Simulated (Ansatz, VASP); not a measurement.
**NaCl: VASP beside Ansatz**

The input INCAR:

```
SYSTEM = NaCl
PREC = Accurate
ENCUT = 520
EDIFF = 1E-8
ISMEAR = -1
SIGMA = 0.03
LREAL = .False.
LASPH = .True.
NELM = 80
ALGO = Normal
ISIF = 2
LWAVE = .False.
LCHARG = .False.
GGA = PS
LEFG = .True.
NBANDS = 14
```

File KPOINTS:

```
regular mesh
0
Gamma
  9 9 9
  0 0 0
```

POSCAR

```
NaCl
1.0
    2.8213466130      0.0000000000      0.0000000000
    0.0000000000      2.8213466130      0.0000000000
    0.0000000000      0.0000000000      2.8213466130
Na Cl
1 1
Direct
    0.0000000000      0.0000000000      0.0000000000
    0.5000000000      0.5000000000      0.5000000000
```

Input for Ansatz:

```yaml
crystal:
  lattice:
    - [2.821346613, 0.0, 0.0]
    - [0.0, 2.821346613, 0.0]
    - [0.0, 0.0, 2.821346613]
  atoms:
    - { symbol: Na, position: [0.0, 0.0, 0.0] }
    - { symbol: Cl, position: [0.5, 0.5, 0.5] }
kpoints:
  mp_grid: { grid: [9, 9, 9] }
scf:
  occupations: { method: fermi_dirac, width: 0.03 }
hamiltonian:
  xc: pbesol
  pseudopotentials: { kind: paw }
output:
  forces: true
  stress: true
  eigenvalues: true
  efg: { contact_densities: true }
```

Change from the starting cell: volume scaled by 0.96, PAW files.

Alike in both runs: task electric field gradients; functional PBEsol; k mesh 9 × 9 × 9; occupations fermi-dirac, width 0.03 eV; no spin polarisation.

|  | VASP | Ansatz |
| --- | --- | --- |
| version | VASP 6.6.1 | Ansatz 0.2.0 |
| potentials or method | VASP PAW PBE potentials, release 64 (Na_pv, Cl) | PAW with Ansatz's default frozen-core files, scalar-relativistic |
| plane-wave cutoff (eV) | 520 | 420 |
| valence electrons in the cell | 14 | 16 |

Ansatz gave:

- gap on the k mesh at the Fermi level (eV): 4.34
- pressure (GPa): 70.0
- Vzz of the field gradient on the site that differs most (V/Å²): 0.0

**Question.** Which values does VASP return?

**Answer.** gap on the k mesh at the Fermi level (eV): 4.40; pressure (GPa): 70.8; Vzz of the field gradient on the site that differs most (V/Å²): 0.0.

The two sets of potentials don't hold the same shells in valence.

Caveats: the cell as given lies far from equilibrium; so large a pressure means that the cell lies far from this level's equilibrium, or that cutoff or potentials fall short (VASP); the potentials were made for another functional, which shifts forces and pressure (VASP); an odd mesh through Γ misses points on the zone boundary, where band edges often lie.
